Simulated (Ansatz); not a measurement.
Runs of Ansatz 0.2.0 on W. It takes space group Im-3m (No. 229, cubic). Conventional cell: a = 3.165 Å, b = 3.165 Å, c = 3.165 Å, α = 90.00°, β = 90.00°, γ = 90.00°. W (site symmetry m-3m) is surrounded by 8 W at 2.74 Å. 

```csv
level,gap on the mesh (eV),pressure (GPa)
PBE0,none,(a)
BLYP,none,16.0
RPBE,none,(b)
LDA,none,-8.3
revPBE,none,9.5
```

Alike in all rows: task projected density of states; potentials or basis Ansatz PAW; no spin polarisation; cell as given; k mesh 7 × 7 × 7; cutoff (eV) 420; smearing fermi-dirac 0.05 eV; the mesh is coarse, so values aren't converged.

Estimate the missing entries.

(a) 0.8; (b) 10.6.

Caveats: all runs use coarse meshes; the PAW data sets come from PBE, with cores solved anew for the run's functional, which leaves a small shift of forces and pressure; the density of states is complete only up to the lowest level of the last band computed; the thresholds are loose for stress (some runs).

A k mesh can miss the band edges, and the runs leave out spin-orbit coupling on W.

A gap of «none» marks a metal or a gap under the smearing width.

Runs at the PBE level aren't shown here.
